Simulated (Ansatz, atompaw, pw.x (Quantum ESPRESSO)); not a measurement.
## zirconium (Zr): one change to the PAW (atompaw) potential, in the atom and in the bcc crystal

| Property | Result |
| --- | --- |
| Element | Zr (Z = 40) |
| Generator | atompaw 4.2.0.5 |
| Type | PAW |
| Functional | PBEsol |
| Relativity | scalar-relativistic |
| Frozen core | [Kr] |
| Valence charge | 4 |
| Reference configuration | 4d2 5s2 5p0 |
| Partial waves | 5s (bound): rc 3.00 bohr; 5s channel at 3.3 Ry: rc 3.00 bohr; 5p (bound, empty): rc 3.00 bohr; 5p channel at 2.95 Ry: rc 3.00 bohr; 4d (bound): rc 3.00 bohr; 4d channel at 0.55 Ry: rc 3.00 bohr |
| Local potential | bessel scheme, radius 2.80 bohr |
| Core correction | smooth core density matched at 2.40 bohr |
| Augmentation charge | sinc compensation charge, radius 2.45 bohr; PAW radius 3.00 bohr; waves and projectors: custom rrkj gramschmidtortho |

Change: local potential bessel scheme, radius 2.08 bohr.

Cutoffs, loose and tight: the cutoffs (Ry, on a coarse ladder) from which the occupation-weighted sum of valence levels, in a spherical-Bessel basis at the reference potential, stays within 10 and 1 mRy of its value at 400 Ry. They see the waves and projectors alone, not the compensation charge or the core.

Crystal test: bcc Zr in pw.x 7.5, no spin, 13³ k-points, Fermi–Dirac smearing 0.01 Ry, cutoffs set for each file from its atomic test. The reference is all-electron LAPW (Ansatz 0.2.0) with the same functional, mesh and smearing; V0 and B0 come from Birch–Murnaghan fits to the pressures at five volumes. Errors are pseudo minus all-electron; Δ is the rms difference of the E(V) curves that follow from these fits, minima aligned, over ±6 % about the mean V0. Mesh and smearing are coarse, so the numbers serve the comparison and aren't converged zero-temperature values; the lattice is a test structure that the element need not adopt.

All-electron: a0 = 3.529 Å (V0 = 21.97 Å³/atom), B0 = 92.2 GPa.

Does the change bring the crystal closer to the all-electron result?

The mean pressure error goes from +2.82 to +0.90 GPa, so the change moves the solid closer to the all-electron pressures.

| quantity | base | changed |
| --- | --- | --- |
| outcome (atom) | generated | generated |
| cutoff, loose (atom) | 8 Ry | 8 Ry |
| cutoff, tight (atom) | 12 Ry | 12 Ry |
| bound ghosts (atom) | none | none |
| cutoffs in pw.x (Ry) | 40/400 | 40/400 |
| a0 (Å) | 3.562 | 3.540 |
| a0 error (%) | +0.96 | +0.32 |
| B0 error (%) | +6.2 | +4.3 |
| Δ (meV/atom) | 13.4 | 4.5 |
| mean pressure error (GPa) | +2.82 | +0.90 |

Base: This is a poor potential for the solid. The atomic cutoffs weigh occupied waves only.
